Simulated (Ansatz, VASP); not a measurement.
# ZrB6: VASP beside Ansatz

```xyz
7
Lattice="4.0518 0.0000 0.0000 0.0000 4.0518 0.0000 0.0000 0.0000 4.0518" Properties=species:S:1:pos:R:3 pbc="T T T"
Zr    0.0000    0.0000    0.0000
B     2.0259    2.0259    0.8001
B     2.0259    2.0259    3.2517
B     0.8001    2.0259    2.0259
B     3.2517    2.0259    2.0259
B     2.0259    0.8001    2.0259
B     2.0259    3.2517    2.0259
```

Change from the starting cell: species swapped into the CaB6 type (Pm-3m, No. 221).

Alike in both runs: functional PBE; k mesh 10 × 10 × 10; occupations gaussian, width 0.1 eV; no spin polarisation.

Ansatz relaxed the structure, and its values are those at the end. VASP's run is a single point on that final structure, the one shown.

```csv
,VASP,Ansatz
version,VASP 6.6.1,Ansatz 0.2.0
potentials or method,"VASP PAW PBE potentials, release 64 (Zr_sv, B)","scalar-relativistic, plane waves, PAW"
plane-wave cutoff (eV),520,420
valence electrons in the cell,30,30
```

```csv
,VASP,Ansatz,Ansatz less VASP
gap on the k mesh at the Fermi level (eV),none,none,-
pressure (GPa),0.0,0.0,-0.05
rms of the force components (eV/Å),0.010,0.000,-0.0094
```

A gap of «none» marks a metal or a gap that the smearing closes. With one functional, cell and mesh, what is left measures potentials, basis and numerics.
